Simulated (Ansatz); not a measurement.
Take Li$_{3}$N (space group P6/mmm, No. 191; a = 3.6071 Å, c = 3.8446 Å) as the base.

The values are results of PBEsol (Ansatz, a first-principles code), scalar-relativistic without spin-orbit coupling, not measurements.

One change was made to it. Results:

```json
[
 {"quantity": "band gap", "base": "1.09 eV", "after": "1.09 eV"},
 {"quantity": "density", "base": "1.34 g/cm³", "after": "1.40 g/cm³"},
 {"quantity": "smallest direct gap", "base": "1.29 eV", "after": "1.44 eV"},
 {"quantity": "gap character", "base": "indirect, A → Γ", "after": "indirect, A → L"}
]
```

### Question
Which of these changes matches the shifts?
A. pressure −2 GPa
B. pressure 7.5 GPa
C. pressure 3 GPa
D. pressure 0.7 GPa
E. pressure 0.3 GPa

### Answer
C, pressure 3 GPa. For comparison, the smallest direct gap in the other runs: pressure 0.3 GPa gives 1.31 eV; pressure 0.7 GPa gives 1.33 eV; pressure −2 GPa gives 1.18 eV; pressure 7.5 GPa gives 1.64 eV.

Load acts through the strain it causes; cell and atoms are relaxed under it. Stability against distortions was not tested. No other phases were tried under pressure.
